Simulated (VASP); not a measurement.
Pb:

```
CELL_PARAMETERS angstrom
0.00000 2.47502 2.47502
2.47502 0.00000 2.47502
2.47502 2.47502 0.00000
ATOMIC_POSITIONS crystal
Pb 0.00000 0.00000 0.00000
```

```yaml
Program: VASP 6.6.1
Task: relaxation of cell and atoms
Functional: BEEF-vdW
Potentials_or_basis: VASP PAW PBE potentials, release 64 (Pb_d)
Cutoff: 600 eV
k_mesh: 9 × 9 × 9
Occupations: fermi-dirac, width 0.05 eV
Spin: no spin polarisation
```

At the start: pressure 3.8 GPa; volume 30.32 Å³/atom.

Question: Where does the relaxation end?

Answer: Over 4 steps the energy falls by 29.6 meV/atom and the volume is 33.02 Å³/atom (+8.9 %); space group Fm-3m (No. 225, to 0.05 Å).

Step by step:
```tsv
step	energy change (eV)	largest force (eV/Å)	pressure (GPa)	volume (Å³)
1	0.0000	0.0000	3.84	30.32
2	-0.0283	0.0000	-0.73	33.63
3	-0.0296	0.0000	0.05	32.97
4	-0.0296	0.0000	-0.01	33.02
```

Final structure:
```xyz
1
Lattice="0.0000 2.5465 2.5465 2.5465 0.0000 2.5465 2.5465 2.5465 0.0000" Properties=species:S:1:pos:R:3 pbc="T T T"
Pb    2.5465    2.5465    0.0000
```

The cell as given is a measured one (30.32 Å³/atom); BEEF-vdW puts the equilibrium volume +8.9 % from it, thermal expansion not counted.

Caveat: the PAW data sets were made with another functional, which shifts forces and pressure a little.
